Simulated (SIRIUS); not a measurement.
# CdF2 (Fm-3m) in SIRIUS: settings compared

One crystal, CdF2, is run at these levels: PBEsol, LDA; tasks: band structure, equation of state.

All numbers are computed with SIRIUS 7.12.0; they aren't measurements. Logs are shortened: lines on timing, memory, paths and dates and some standing lists are left out, and cuts for length are marked. The log counts tension as positive stress, the text compression.

**1. Starting point**

It takes space group Fm-3m (No. 225, cubic). Conventional cell: a = 5.388 Å, b = 5.388 Å, c = 5.388 Å, α = 90.00°, β = 90.00°, γ = 90.00°. Cd (site symmetry m-3m) has 8 F at 2.33 Å as nearest neighbours. F (site symmetry -43m) is surrounded by 4 Cd at 2.33 Å.

**2. Band structure, PBEsol**

Contents of sirius.json:

```json
{
  "control": {
    "processing_unit": "cpu",
    "std_evp_solver_name": "lapack",
    "gen_evp_solver_name": "lapack",
    "verbosity": 2,
    "print_forces": true,
    "ortho_rf": true,
    "use_second_variation": true,
    "rmt_max": 3.0,
    "num_bands_to_print": 24,
    "save_wf": true
  },
  "parameters": {
    "electronic_structure_method": "full_potential_lapwlo",
    "xc_functionals": ["XC_GGA_X_PBE_SOL", "XC_GGA_C_PBE_SOL"],
    "core_relativity": "dirac",
    "valence_relativity": "iora",
    "num_fv_states": 25,
    "smearing": "fermi_dirac",
    "smearing_width": 0.0018374661,
    "pw_cutoff": 23,
    "gk_cutoff": 4.48,
    "lmax_apw": 13,
    "lmax_rho": 8,
    "lmax_pot": 8,
    "num_mag_dims": 0,
    "auto_rmt": 0,
    "ngridk": [9, 9, 9],
    "shiftk": [0, 0, 0],
    "num_dft_iter": 80,
    "energy_tol": 1e-07,
    "density_tol": 1e-05,
    "use_symmetry": true
  },
  "settings": {"tol_ne": 1e-10},
  "iterative_solver": {"type": "exact"},
  "mixer": {"type": "anderson", "beta": 0.5, "max_history": 8},
  "unit_cell": {
    "lattice_vectors": [[0.0, 5.0909221797, 5.0909221797], [5.0909221797, 0.0, 5.0909221797], [5.0909221797, 5.0909221797, 0.0]],
    "atom_types": ["Cd", "F"],
    "atom_files": {"Cd": "Cd.json", "F": "F.json"},
    "atoms": {"Cd": [[0.0, 0.0, 0.0]], "F": [[0.75, 0.75, 0.75], [0.25, 0.25, 0.25]]}
  }
}
```

Contents of Cd.json:

```json
{
  "name": "cadmium",
  "symbol": "Cd",
  "number": 48,
  "mass": 112.411,
  "rmin": 1e-06,
  "rmt": 2.54,
  "nrmt": 800,
  "rinf": 14.45,
  "core": "1s2s2p3s3p3d",
  "valence": [
    {"basis": [{"enu": -0.18, "dme": 0, "n": 0, "auto": 0}, {"enu": -0.18, "dme": 1, "n": 0, "auto": 0}]},
    {"l": 0, "n": 1, "basis": [{"enu": -0.08, "dme": 0, "n": 0, "auto": 0}]},
    {"l": 1, "n": 2, "basis": [{"enu": -0.08, "dme": 0, "n": 0, "auto": 0}]},
    {"l": 2, "n": 3, "basis": [{"enu": -0.1402, "dme": 0, "n": 0, "auto": 0}]},
    {"l": 3, "n": 4, "basis": [{"enu": -0.08, "dme": 0, "n": 0, "auto": 0}]}
  ],
  "lo": [
    {"l": 0, "basis": [{"enu": -0.08, "dme": 0, "n": 0, "auto": 0}, {"enu": -0.08, "dme": 1, "n": 0, "auto": 0}]},
    {
      "l": 0,
      "basis": [{"enu": -3.7389, "dme": 0, "n": 4, "auto": 1}, {"enu": -3.7389, "dme": 1, "n": 4, "auto": 1}]
    },
    {
      "l": 0,
      "basis": [{"enu": -3.7389, "dme": 1, "n": 4, "auto": 1}, {"enu": -0.08, "dme": 0, "n": 0, "auto": 0}]
    },
    {"l": 0, "basis": [{"enu": -0.08, "dme": 0, "n": 0, "auto": 0}, {"enu": 2.4, "dme": 0, "n": 0, "auto": 0}]},
    {"l": 1, "basis": [{"enu": -0.08, "dme": 0, "n": 0, "auto": 0}, {"enu": -0.08, "dme": 1, "n": 0, "auto": 0}]},
    {
      "l": 1,
      "basis": [{"enu": -2.3196, "dme": 0, "n": 4, "auto": 1}, {"enu": -2.3196, "dme": 1, "n": 4, "auto": 1}]
    },
    {
      "l": 1,
      "basis": [{"enu": -2.3196, "dme": 1, "n": 4, "auto": 1}, {"enu": -0.08, "dme": 0, "n": 0, "auto": 0}]
    },
    {"l": 1, "basis": [{"enu": -0.08, "dme": 0, "n": 0, "auto": 0}, {"enu": 2.772, "dme": 0, "n": 0, "auto": 0}]},
    {
      "l": 2,
      "basis": [{"enu": -0.1402, "dme": 0, "n": 0, "auto": 0}, {"enu": -0.1402, "dme": 1, "n": 0, "auto": 0}]
    },
    {
      "l": 2,
      "basis": [{"enu": -0.1402, "dme": 1, "n": 0, "auto": 0}, {"enu": -0.1402, "dme": 2, "n": 0, "auto": 0}]
    },
    {
      "l": 2,
      "basis": [{"enu": -0.1402, "dme": 0, "n": 0, "auto": 0}, {"enu": 2.2778, "dme": 0, "n": 0, "auto": 0}]
    },
    {"l": 3, "basis": [{"enu": -0.08, "dme": 0, "n": 0, "auto": 0}, {"enu": -0.08, "dme": 1, "n": 0, "auto": 0}]},
    {"l": 3, "basis": [{"enu": -0.08, "dme": 0, "n": 0, "auto": 0}, {"enu": 2.617, "dme": 0, "n": 0, "auto": 0}]}
  ],
  "free_atom": [... radial grid and density of the free atom, the start of the SCF ...]
}
```

Contents of F.json:

```json
{
  "name": "fluorine",
  "symbol": "F",
  "number": 9,
  "mass": 18.9984032,
  "rmin": 1e-06,
  "rmt": 1.65,
  "nrmt": 800,
  "rinf": 10.39,
  "core": "1s",
  "valence": [
    {"basis": [{"enu": -0.18, "dme": 0, "n": 0, "auto": 0}, {"enu": -0.18, "dme": 1, "n": 0, "auto": 0}]},
    {"l": 0, "n": 1, "basis": [{"enu": -0.3667, "dme": 0, "n": 0, "auto": 0}]},
    {"l": 1, "n": 2, "basis": [{"enu": -0.08, "dme": 0, "n": 0, "auto": 0}]},
    {"l": 2, "n": 3, "basis": [{"enu": -0.08, "dme": 0, "n": 0, "auto": 0}]},
    {"l": 3, "n": 4, "basis": [{"enu": -0.08, "dme": 0, "n": 0, "auto": 0}]}
  ],
  "lo": [
    {
      "l": 0,
      "basis": [{"enu": -0.3667, "dme": 0, "n": 0, "auto": 0}, {"enu": -0.3667, "dme": 1, "n": 0, "auto": 0}]
    },
    {
      "l": 0,
      "basis": [{"enu": -0.3667, "dme": 1, "n": 0, "auto": 0}, {"enu": -0.3667, "dme": 2, "n": 0, "auto": 0}]
    },
    {
      "l": 0,
      "basis": [{"enu": -0.3667, "dme": 0, "n": 0, "auto": 0}, {"enu": 4.041, "dme": 0, "n": 0, "auto": 0}]
    },
    {"l": 1, "basis": [{"enu": -0.08, "dme": 0, "n": 0, "auto": 0}, {"enu": -0.08, "dme": 1, "n": 0, "auto": 0}]},
    {"l": 1, "basis": [{"enu": -0.08, "dme": 1, "n": 0, "auto": 0}, {"enu": -0.08, "dme": 2, "n": 0, "auto": 0}]},
    {
      "l": 1,
      "basis": [{"enu": -0.08, "dme": 0, "n": 0, "auto": 0}, {"enu": 4.9889, "dme": 0, "n": 0, "auto": 0}]
    },
    {"l": 2, "basis": [{"enu": -0.08, "dme": 0, "n": 0, "auto": 0}, {"enu": -0.08, "dme": 1, "n": 0, "auto": 0}]},
    {"l": 2, "basis": [{"enu": -0.08, "dme": 1, "n": 0, "auto": 0}, {"enu": -0.08, "dme": 2, "n": 0, "auto": 0}]},
    {"l": 2, "basis": [{"enu": -0.08, "dme": 0, "n": 0, "auto": 0}, {"enu": 5.65, "dme": 0, "n": 0, "auto": 0}]},
    {"l": 3, "basis": [{"enu": -0.08, "dme": 0, "n": 0, "auto": 0}, {"enu": -0.08, "dme": 1, "n": 0, "auto": 0}]}
  ],
  "free_atom": [... radial grid and density of the free atom, the start of the SCF ...]
}
```

Contents of sirius_start.json:

```json
{
  "control": {
    "processing_unit": "cpu",
    "std_evp_solver_name": "lapack",
    "gen_evp_solver_name": "lapack",
    "verbosity": 1,
    "print_forces": false,
    "ortho_rf": true,
    "use_second_variation": true,
    "rmt_max": 3.0,
    "num_bands_to_print": 24,
    "save_wf": false
  },
  "parameters": {
    "electronic_structure_method": "full_potential_lapwlo",
    "xc_functionals": ["XC_LDA_X", "XC_LDA_C_PW"],
    "core_relativity": "dirac",
    "valence_relativity": "iora",
    "num_fv_states": 25,
    "smearing": "fermi_dirac",
    "smearing_width": 0.0055123983,
    "pw_cutoff": 23,
    "gk_cutoff": 3.59,
    "lmax_apw": 13,
    "lmax_rho": 8,
    "lmax_pot": 8,
    "num_mag_dims": 0,
    "auto_rmt": 0,
    "ngridk": [4, 4, 4],
    "shiftk": [0, 0, 0],
    "num_dft_iter": 30,
    "energy_tol": 0.01,
    "density_tol": 0.05,
    "use_symmetry": true
  },
  "settings": {"tol_ne": 1e-10},
  "iterative_solver": {"type": "exact"},
  "mixer": {"type": "anderson", "beta": 0.5, "max_history": 8},
  "unit_cell": {
    "lattice_vectors": [[0.0, 5.0909221797, 5.0909221797], [5.0909221797, 0.0, 5.0909221797], [5.0909221797, 5.0909221797, 0.0]],
    "atom_types": ["Cd", "F"],
    "atom_files": {"Cd": "Cd.json", "F": "F.json"},
    "atoms": {"Cd": [[0.0, 0.0, 0.0]], "F": [[0.75, 0.75, 0.75], [0.25, 0.25, 0.25]]}
  }
}
```

Contents of sirius_bands.json:

```json
{
  "control": {
    "processing_unit": "cpu",
    "std_evp_solver_name": "lapack",
    "gen_evp_solver_name": "lapack",
    "verbosity": 2,
    "print_forces": true,
    "ortho_rf": true,
    "use_second_variation": true,
    "rmt_max": 3.0,
    "num_bands_to_print": 24,
    "save_wf": true
  },
  "parameters": {
    "electronic_structure_method": "full_potential_lapwlo",
    "xc_functionals": ["XC_GGA_X_PBE_SOL", "XC_GGA_C_PBE_SOL"],
    "core_relativity": "dirac",
    "valence_relativity": "iora",
    "num_fv_states": 25,
    "smearing": "fermi_dirac",
    "smearing_width": 0.0018374661,
    "pw_cutoff": 23,
    "gk_cutoff": 4.48,
    "lmax_apw": 13,
    "lmax_rho": 8,
    "lmax_pot": 8,
    "num_mag_dims": 0,
    "auto_rmt": 0,
    "ngridk": [9, 9, 9],
    "shiftk": [0, 0, 0],
    "num_dft_iter": 80,
    "energy_tol": 1e-07,
    "density_tol": 1e-05,
    "use_symmetry": true
  },
  "settings": {"tol_ne": 1e-10},
  "iterative_solver": {"type": "exact"},
  "mixer": {"type": "anderson", "beta": 0.5, "max_history": 8},
  "unit_cell": {
    "lattice_vectors": [[0.0, 5.0909221797, 5.0909221797], [5.0909221797, 0.0, 5.0909221797], [5.0909221797, 5.0909221797, 0.0]],
    "atom_types": ["Cd", "F"],
    "atom_files": {"Cd": "Cd.json", "F": "F.json"},
    "atoms": {"Cd": [[0.0, 0.0, 0.0]], "F": [[0.75, 0.75, 0.75], [0.25, 0.25, 0.25]]}
  },
  "kpoints_rel": {
    "G": [0.0, 0.0, 0.0],
    "K": [0.375, 0.375, 0.75],
    "L": [0.5, 0.5, 0.5],
    "U": [0.625, 0.25, 0.625],
    "W": [0.5, 0.25, 0.75],
    "X": [0.5, 0.0, 0.5]
  },
  "kpoints_path": ["G", "X", "W", "K", "G", "L", "U", "W", "L", "K"]
}
```

Potentials or basis: all-electron FP-LAPW, apw+lo standard.

The run is started by

```sh
$ OMP_NUM_THREADS=1 sirius.scf --input=sirius_start.json --output=start.json
$ OMP_NUM_THREADS=1 sirius.scf --input=sirius.json --output=output.json --task=1
$ OMP_NUM_THREADS=1 sirius.scf --input=sirius_bands.json --output=bands_out.json --task=2
```

The log of the run:

```text
[info] SIRIUS version : 7.12.0
[info] number of MPI ranks           : 1
[info] MPI grid                      : 1 1
[info] maximum number of OMP threads : 1
[fft] FFT context for density and potential
[fft] =====================================
[fft]   plane wave cutoff                     : 23
[fft]   grid size                             : 60 60 60   total : 216000
[fft]   grid limits                           : -29 30   -29 30   -29 30
[fft]   number of G-vectors within the cutoff : 54313
[fft]   number of G-shells                    : 1411
[fft] FFT context for coarse grid
[fft] =====================================
[fft]   plane wave cutoff                     : 8.96
[fft]   grid size                             : 24 24 24   total : 13824
[fft]   grid limits                           : -11 12   -11 12   -11 12
[fft]   number of G-vectors within the cutoff : 3143
[fft]   number of G-shells                    : 112
[unit cell] lattice vectors
[unit cell]   a1 :       0.0000000000      5.0909221797      5.0909221797
[unit cell]   a2 :       5.0909221797      0.0000000000      5.0909221797
[unit cell]   a3 :       5.0909221797      5.0909221797      0.0000000000
[unit cell] reciprocal lattice vectors
[unit cell]   b1 :      -0.6170969704      0.6170969704      0.6170969704
[unit cell]   b2 :       0.6170969704     -0.6170969704      0.6170969704
[unit cell]   b3 :       0.6170969704      0.6170969704     -0.6170969704
[unit cell] unit cell volume :       263.88783552 [a.u.^3]
[unit cell] 1/sqrt(omega)    :         0.06155882
[unit cell] MT volume        :       106.27511157 (40.27%)
[unit cell] IT volume        :       157.61272395 (59.73%)
[unit cell] number of atom types : 2
[unit cell] type id : 0 symbol : Cd mt_radius :   2.540000 num_atoms : 1
[... 375 lines left out ...]
[generate_core_charge_density]   n,l,k : 3 1 1  energy :         -22.64568551
[generate_core_charge_density]   n,l,k : 3 1 2  energy :         -21.38341724
[generate_core_charge_density]   n,l,k : 3 2 2  energy :         -14.31350638
[generate_core_charge_density]   n,l,k : 3 2 3  energy :         -14.05689270
[generate_core_charge_density] atom class : 1
[generate_core_charge_density]   n,l,k : 1 0 1  energy :         -23.86443895
[... 22 lines left out ...]
[find] valence_eval_sum               :     -24.82825240
[find] core_eval_sum                  :   -3433.56236848
[find] kinetic energy                 :    6062.15142699
[find] enuc                           :   -7035.38930682
[find] <rho|V^{XC}>                   :    -226.30896637
[find] <rho|E^{XC}>                   :    -172.35966842
[find] <mag|B^{XC}>                   :       0.00000000
[find] <rho|V^{H}>                    :   -9294.23308158
[find] smearing (-TS)                 :      -0.00000000
[find] SCF correction                 :      -0.00004891
[find] Total energy                   :   -5792.71413796 (Ha),  -11585.42827591 (Ry)
[find] Free energy (E-TS)             :   -5792.71413796 (Ha),  -11585.42827591 (Ry)
[find] band gap (eV)                  :       2.95734556
[find] Efermi                         :       0.07580299
[find] iteration : 6, RMS (target) : 5.9548e-06 (1.0000e-05) , energy difference (target) : 5.6551e-08 (1.0000e-07)
[find] converged after 7 SCF iterations!
[find] Charges and magnetic moments
[find] --------------------------------------------------------------------------------
[find] atom      charge    core leakage
[find] --------------------------------------------------------------------------------
[find]    0   46.348744    7.923154e-10
[find]    1    8.334755    4.197083e-09
[find]    2    8.334755    4.197083e-09
[find] total core leakage    : 9.18648059e-09
[find] interstitial charge   : 2.981744
[find] total charge          : 65.999998
[find] Energy
[find] --------------------------------------------------------------------------------
[find] valence_eval_sum               :     -24.82825240
[find] core_eval_sum                  :   -3433.56236848
[find] kinetic energy                 :    6062.15142699
[find] enuc                           :   -7035.38930682
[find] <rho|V^{XC}>                   :    -226.30896637
[find] <rho|E^{XC}>                   :    -172.35966842
[find] <mag|B^{XC}>                   :       0.00000000
[find] <rho|V^{H}>                    :   -9294.23308158
[find] smearing (-TS)                 :      -0.00000000
[find] SCF correction                 :      -0.00004891
[find] Total energy                   :   -5792.71413796 (Ha),  -11585.42827591 (Ry)
[find] Free energy (E-TS)             :   -5792.71413796 (Ha),  -11585.42827591 (Ry)
[find] band gap (eV)                  :       2.95734556
[find] Efermi                         :       0.07580299
[ground_state]
[ground_state] ==== total Forces in Ha/bohr =====
[ground_state] atom:    0, force:       0.0000000      0.0000000      0.0000000
[ground_state] atom:    1, force:       0.0000000      0.0000000      0.0000000
[ground_state] atom:    2, force:      -0.0000000     -0.0000000     -0.0000000
[ground_state] ==== contribution from density =====
[ground_state] atom:    0, force:       0.0000000      0.0000000      0.0000000
[ground_state] atom:    1, force:       0.0000000      0.0000000      0.0000000
[ground_state] atom:    2, force:       0.0000000     -0.0000000     -0.0000000
[ground_state] ==== contribution from Hartree potential =====
[ground_state] atom:    0, force:       0.0000000      0.0000000      0.0000000
[ground_state] atom:    1, force:       0.0000000     -0.0000000     -0.0000000
[ground_state] atom:    2, force:      -0.0000000     -0.0000000     -0.0000000
[ground_state] ==== contribution from IBS =====
[ground_state] atom:    0, force:       0.0000000      0.0000000      0.0000000
[ground_state] atom:    1, force:       0.0000000      0.0000000      0.0000000
[ground_state] atom:    2, force:      -0.0000000     -0.0000000     -0.0000000
```

It took 4 min on 1 thread of Arm Neoverse V1, shared host; peak memory 0.79 GiB.

What came out:

| Property | Result |
| --- | --- |
| Free energy | -157627.7818 eV |
| Band gap on the k mesh | 2.96 eV, indirect (least direct gap 3.42 eV) |
| Band gap along the path | 2.93 eV, indirect (least direct gap 3.42 eV) |
| All electrons inside the program's atomic spheres | Cd 46.35; F 8.33 (radii Cd 2.54, F 1.65 bohr) |

Levels at the corners of the path, in eV from the valence-band top:
| point | band 13 | band 14 | band 15 | band 16 | band 17 | band 18 | band 19 | band 20 | band 21 | band 22 |
| --- | --- | --- | --- | --- | --- | --- | --- | --- | --- | --- |
| Γ | -1.00 | -1.00 | -0.49 | -0.49 | -0.49 | 2.93 | 12.50 | 12.50 | 12.50 | 17.43 |
| X | -3.01 | -3.01 | -0.52 | -0.09 | -0.09 | 7.90 | 9.48 | 11.72 | 14.11 | 14.11 |
| W | -2.61 | -1.55 | -1.55 | -0.62 | 0.00 | 7.97 | 11.30 | 11.52 | 11.52 | 16.07 |
| K | -2.56 | -2.34 | -0.98 | -0.36 | -0.20 | 7.86 | 10.58 | 10.94 | 14.27 | 14.31 |
| Γ | -1.00 | -1.00 | -0.49 | -0.49 | -0.49 | 2.93 | 12.50 | 12.50 | 12.50 | 17.43 |
| L | -2.33 | -1.88 | -1.88 | -0.39 | -0.39 | 7.07 | 8.98 | 14.32 | 14.32 | 18.00 |
| U | -2.56 | -2.34 | -0.98 | -0.36 | -0.20 | 7.86 | 10.58 | 10.94 | 14.27 | 14.31 |
| W | -2.61 | -1.55 | -1.55 | -0.62 | 0.00 | 7.97 | 11.30 | 11.52 | 11.52 | 16.07 |
| L | -2.33 | -1.88 | -1.88 | -0.39 | -0.39 | 7.07 | 8.98 | 14.32 | 14.32 | 18.00 |
| K | -2.56 | -2.34 | -0.98 | -0.36 | -0.20 | 7.86 | 10.58 | 10.94 | 14.27 | 14.31 |

(Continued in part 2 of 4.)
